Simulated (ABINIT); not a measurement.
# KMgF3 (Pm-3m) in ABINIT: further runs

One crystal, KMgF3, is run at these levels: PBE; tasks: relaxation of cell and atoms, single point.

Everything below comes from runs of ABINIT 10.8.3 (patched build). Logs are shortened: lines on timing, memory, paths and dates and some standing lists are left out, and cuts for length are marked. The log counts tension as positive stress, the text compression.

### Step 1. Starting point

It takes space group Pm-3m (No. 221, cubic). Conventional cell: a = 3.986 Å, b = 3.986 Å, c = 3.986 Å, α = 90.00°, β = 90.00°, γ = 90.00°. K (site symmetry m-3m) has 12 F at 2.82 Å as nearest neighbours. Mg (site symmetry m-3m) is surrounded by 6 F at 1.99 Å. Around F (site symmetry 4/mmm) lie 2 Mg at 1.99 Å.

### Step 2. Relaxation of cell and atoms, PBE

Input file run.abi:

```
# Pseudopotentials
pp_dirpath "./"
pseudos "K.upf, Mg.upf, F.upf"

# Structure
acell 7.5322593601 7.5322593601 7.5322593601
rprim
     1.0000000000     0.0000000000     0.0000000000
     0.0000000000     1.0000000000     0.0000000000
     0.0000000000     0.0000000000     1.0000000000
ntypat 3
znucl 19 12 9
natom 5
typat 1 2 3 3 3
chkprim 0
chksymtnons 0
tolsym 1.0e-6
xred
            1/2            1/2            1/2
            0.0            0.0            0.0
            0.0            0.0            1/2
            0.0            1/2            0.0
            1/2            0.0            0.0

# Plane-wave basis
ecut 42.0
ecutsm 0.5

# k points
kptopt 1
ngkpt 5 5 5
nshiftk 1
shiftk 0.0 0.0 0.0

# Exchange and correlation
ixc 11

# Bands and occupations
nband 24
occopt 3
tsmear 0.00183747

# SCF cycle
nstep 80
tolvrs 1.0e-12

# Output
iomode 3
prteig 0
prtebands 0
prtwf 0
prtden 0

# Relaxation
ionmov 2
optcell 2
ntime 50
tolmxf 2.0e-5
dilatmx 1.08
```

Potentials or basis: PseudoDojo NC SR PBE v0.5 stringent.

On the command line:

```sh
$ abinit run.abi > log 2>&1
```

run.abo:

```text
.Version 10.8.3 of ABINIT
 Symmetries : space group Pm -3 m (#221); Bravais cP (primitive cubic)
================================================================================
 Values of the parameters that define the memory need of the present run
     intxc =       0    ionmov =       2      iscf =       7    lmnmax =       6
     lnmax =       6     mgfft =      48  mpssoang =       3    mqgrid =    3001
     natom =       5  nloc_mem =       1    nspden =       1   nspinor =       1
    nsppol =       1      nsym =      48    n1xccc =    2501    ntypat =       3
    occopt =       3   xclevel =       2
       mpw =        7010          nfft =      110592          nkpt =          10
================================================================================
================================================================================

--------------------------------------------------------------------------------
------------- Echo of variables that govern the present computation ------------
--------------------------------------------------------------------------------
 -outvars: echo values of preprocessed input variables --------
            acell      7.5322593601E+00  7.5322593601E+00  7.5322593601E+00 Bohr
              amu      3.90983000E+01  2.43050000E+01  1.89984032E+01
          chkprim           0
      chksymtnons           0
          dilatmx      1.08000000E+00
             ecut      4.20000000E+01 Hartree
           ecutsm      5.00000000E-01 Hartree
           ionmov           2
              ixc          11
         kptrlatt        5    0    0      0    5    0      0    0    5
          kptrlen      3.76612968E+01
            natom           5
            nband          24
            ngfft          48      48      48
             nkpt          10
            nstep          80
             nsym          48
            ntime          50
           ntypat           3
           occopt           3
          optcell           2
           prtden           0
        prtebands           0
           prteig           0
            prtwf           0
          spgroup         221
           tolmxf      2.00000000E-05
           tolsym      1.00000000E-06
           tolvrs      1.00000000E-12
           tsmear      1.83747000E-03 Hartree
            typat      1  2  3  3  3
           xangst      1.9929499986E+00  1.9929499986E+00  1.9929499986E+00
                       0.0000000000E+00  0.0000000000E+00  0.0000000000E+00
                       0.0000000000E+00  0.0000000000E+00  1.9929499986E+00
                       0.0000000000E+00  1.9929499986E+00  0.0000000000E+00
                       1.9929499986E+00  0.0000000000E+00  0.0000000000E+00
            xcart      3.7661296800E+00  3.7661296800E+00  3.7661296800E+00
                       0.0000000000E+00  0.0000000000E+00  0.0000000000E+00
                       0.0000000000E+00  0.0000000000E+00  3.7661296800E+00
                       0.0000000000E+00  3.7661296800E+00  0.0000000000E+00
                       3.7661296800E+00  0.0000000000E+00  0.0000000000E+00
             xred      5.0000000000E-01  5.0000000000E-01  5.0000000000E-01
                       0.0000000000E+00  0.0000000000E+00  0.0000000000E+00
                       0.0000000000E+00  0.0000000000E+00  5.0000000000E-01
                       0.0000000000E+00  5.0000000000E-01  0.0000000000E+00
                       5.0000000000E-01  0.0000000000E+00  0.0000000000E+00
            znucl       19.00000   12.00000    9.00000

================================================================================

 chkinp: Checking input parameters for consistency.

================================================================================
== DATASET  1 ==================================================================

--- !DatasetInfo
iteration_state: {dtset: 1, }
dimensions: {natom: 5, nkpt: 10, mband: 24, nsppol: 1, nspinor: 1, nspden: 1, mpw: 7010, }
cutoff_energies: {ecut:  42.0, pawecutdg:  -1.0, }
electrons: {nelect:   4.00000000E+01, charge:   0.00000000E+00, occopt:   3.00000000E+00, tsmear:   1.83747000E-03, }
meta: {optdriver: 0, ionmov: 2, optcell: 2, iscf: 7, paral_kgb: 0, }
...

 Exchange-correlation functional for the present dataset will be:
  GGA: Perdew-Burke-Ernzerhof functional - ixc=11
  J.P.Perdew, K.Burke, M.Ernzerhof, PRL 77, 3865 (1996)

 Real(R)+Recip(G) space primitive vectors, cartesian coordinates (Bohr,Bohr^-1):
[... 20 lines left out ...]
- pspini: atom type   3  psp file is ./F.upf
   9.00000   7.00000  171031                  znucl, zion, pspdat
12 -101130 2 -1 832                           pspcod,pspxc,lmax,lloc,mmax
     nproj     2     2     1

   1.29127356E+03                                ecore*ucvol(ha*bohr**3)
--------------------------------------------------------------------------------

================================================================================

=== [ionmov= 2] Broyden-Fletcher-Goldfarb-Shanno method (forces)
================================================================================

--- Iteration: ( 1/50) Internal Cycle: (1/1)
--------------------------------------------------------------------------------

---SELF-CONSISTENT-FIELD CONVERGENCE--------------------------------------------
[... 594 lines left out ...]
 Difference of energy with previous step (new-old):
           Absolute (Ha)=-7.32774E-09
           Relative     =-4.47458E-11

 At Broyd/MD step   5, gradients are converged :
  max grad (force/stress) = 7.5184E-08 < tolmxf= 2.0000E-05 ha/bohr (free atoms)

================================================================================

 ----iterations are completed or convergence reached----

 Mean square residual over all n,k,spin=   36.611E-09; max=  29.406E-07
 reduced coordinates (array xred) for    5 atoms
       0.500000000000      0.500000000000      0.500000000000
       0.000000000000      0.000000000000      0.000000000000
       0.000000000000      0.000000000000      0.500000000000
       0.000000000000      0.500000000000      0.000000000000
       0.500000000000      0.000000000000      0.000000000000
 rms dE/dt=  0.0000E+00; max dE/dt=  0.0000E+00; dE/dt below (all hartree)
    1       0.000000000000      0.000000000000      0.000000000000
    2       0.000000000000      0.000000000000      0.000000000000
    3       0.000000000000      0.000000000000      0.000000000000
    4       0.000000000000      0.000000000000      0.000000000000
    5       0.000000000000      0.000000000000      0.000000000000

 cartesian coordinates (angstrom) at end:
    1      2.02578264126812     2.02578264126812     2.02578264126812
    2      0.00000000000000     0.00000000000000     0.00000000000000
    3      0.00000000000000     0.00000000000000     2.02578264126812
    4      0.00000000000000     2.02578264126812     0.00000000000000
    5      2.02578264126812     0.00000000000000     0.00000000000000

 cartesian forces (hartree/bohr) at end:
    1     -0.00000000000000    -0.00000000000000    -0.00000000000000
    2     -0.00000000000000    -0.00000000000000    -0.00000000000000
    3     -0.00000000000000    -0.00000000000000    -0.00000000000000
    4     -0.00000000000000    -0.00000000000000    -0.00000000000000
    5     -0.00000000000000    -0.00000000000000    -0.00000000000000
 frms,max,avg= 0.0000000E+00 0.0000000E+00   0.000E+00  0.000E+00  0.000E+00 h/b

 cartesian forces (eV/Angstrom) at end:
    1     -0.00000000000000    -0.00000000000000    -0.00000000000000
    2     -0.00000000000000    -0.00000000000000    -0.00000000000000
    3     -0.00000000000000    -0.00000000000000    -0.00000000000000
    4     -0.00000000000000    -0.00000000000000    -0.00000000000000
    5     -0.00000000000000    -0.00000000000000    -0.00000000000000
 frms,max,avg= 0.0000000E+00 0.0000000E+00   0.000E+00  0.000E+00  0.000E+00 e/A
 length scales=  7.656348765230  7.656348765230  7.656348765230 bohr
              =  4.051565282536  4.051565282536  4.051565282536 angstroms
 Fermi (or HOMO) energy (hartree) =   0.15318   Average Vxc (hartree)=  -0.35242
 Eigenvalues (hartree) for nkpt=  10  k points:
 kpt#   1, nband= 24, wtk=  0.00800, kpt=  0.0000  0.0000  0.0000 (reduced coord)
  -2.59470   -1.37355   -1.37355   -1.37355   -0.92831   -0.71470   -0.69304   -0.69304
  -0.32137   -0.32137   -0.32137   -0.06731   -0.06731   -0.06731   -0.00379   -0.00379
  -0.00379    0.00540    0.00540    0.00540    0.27419    0.38640    0.38640    0.46253
      occupation numbers for kpt#   1
   2.00000    2.00000    2.00000    2.00000    2.00000    2.00000    2.00000    2.00000
   2.00000    2.00000    2.00000    2.00000    2.00000    2.00000    2.00000    2.00000
   2.00000    2.00000    2.00000    2.00000    0.00000    0.00000    0.00000    0.00000
 prteigrs : prtvol=0 or 1, do not print more k-points.

--- !EnergyTerms
iteration_state     : {dtset: 1, itime: 5, icycle: 1, }
comment             : Components of total free energy in Hartree
kinetic             :  9.30902203603310E+01
hartree             :  5.02657053642059E+01
xc                  : -3.11411135352222E+01
Ewald energy        : -9.83972995058600E+01
psp_core            :  2.87708791088795E+00
local_psp           : -1.58755688041553E+02
non_local_psp       : -2.17025777194854E+01
internal            : -1.63763665166695E+02
'-kT*entropy'       :  3.13318366511768E-15
total_energy        : -1.63763665166695E+02
total_energy_eV     : -4.45623634590845E+03
band_energy         : -2.19131944756199E+01
...

 Cartesian components of stress tensor (hartree/bohr^3)
  sigma(1 1)= -7.51843782E-10  sigma(3 2)=  0.00000000E+00
  sigma(2 2)= -7.51843789E-10  sigma(3 1)=  0.00000000E+00
  sigma(3 3)= -7.51843783E-10  sigma(2 1)=  0.00000000E+00

-Cartesian components of stress tensor (GPa)         [Pressure=  2.2120E-05 GPa]
- sigma(1 1)= -2.21200077E-05  sigma(3 2)=  0.00000000E+00
- sigma(2 2)= -2.21200080E-05  sigma(3 1)=  0.00000000E+00
- sigma(3 3)= -2.21200078E-05  sigma(2 1)=  0.00000000E+00

== END DATASET(S) ==============================================================
================================================================================

 -outvars: echo values of variables after computation  --------
            acell      7.6563487652E+00  7.6563487652E+00  7.6563487652E+00 Bohr
           etotal     -1.6376366517E+02
            fcart     -0.0000000000E+00 -0.0000000000E+00 -0.0000000000E+00
                      -0.0000000000E+00 -0.0000000000E+00 -0.0000000000E+00
                      -0.0000000000E+00 -0.0000000000E+00 -0.0000000000E+00
                      -0.0000000000E+00 -0.0000000000E+00 -0.0000000000E+00
                      -0.0000000000E+00 -0.0000000000E+00 -0.0000000000E+00
           strten     -7.5184378168E-10 -7.5184378862E-10 -7.5184378341E-10
                       0.0000000000E+00  0.0000000000E+00  0.0000000000E+00
           xangst      2.0257826413E+00  2.0257826413E+00  2.0257826413E+00
                       0.0000000000E+00  0.0000000000E+00  0.0000000000E+00
                       0.0000000000E+00  0.0000000000E+00  2.0257826413E+00
                       0.0000000000E+00  2.0257826413E+00  0.0000000000E+00
                       2.0257826413E+00  0.0000000000E+00  0.0000000000E+00
             xred      5.0000000000E-01  5.0000000000E-01  5.0000000000E-01
                       0.0000000000E+00  0.0000000000E+00  0.0000000000E+00
                       0.0000000000E+00  0.0000000000E+00  5.0000000000E-01
                       0.0000000000E+00  5.0000000000E-01  0.0000000000E+00
                       5.0000000000E-01  0.0000000000E+00  0.0000000000E+00
 Calculation completed.
```

Run time: 5.2 min. Hardware: 1 thread of Arm Neoverse V1, shared host; peak memory 0.11 GiB.

Results:

```yaml
Free_energy: -4456.2363 eV
Relaxed_volume: 13.30 Å³/atom
Relaxed_cell: a = 4.052 Å, b = 4.052 Å, c = 4.052 Å, α = 90.00°, β = 90.00°, γ = 90.00°
Space_group_after_relaxing_to_0.05_Å: Pm-3m (No. 221)
Energy_gained_by_relaxing: 6.9 meV/atom
Ionic_steps: 5
Pressure_after_relaxing: 0.0 GPa
Band_gap_on_the_k_mesh: 7.05 eV, indirect (least direct gap 7.31 eV)
```

Step by step:
```
step  energy change (eV)  largest force (eV/Å)  pressure (GPa)  volume (Å³)
   1              0.0000                0.0000            3.62        63.33
   2             -0.0139                0.0000            2.73        64.03
   3             -0.0343                0.0000            0.17        66.34
   4             -0.0344                0.0000            0.01        66.50
   5             -0.0344                0.0000            0.00        66.51
```

Final structure:
```xyz
5
Lattice="4.0516 0.0000 0.0000 0.0000 4.0516 0.0000 0.0000 0.0000 4.0516" Properties=species:S:1:pos:R:3 pbc="T T T"
K     2.0258    2.0258    2.0258
Mg    0.0000    0.0000    0.0000
F     0.0000    0.0000    2.0258
F     0.0000    2.0258    0.0000
F     2.0258    0.0000    0.0000
```

Caveat: an odd mesh through Γ misses points on the zone boundary, where band edges often lie. Zero-point motion and thermal expansion aren't in these numbers.

(Part 1 of 2 ends here.)
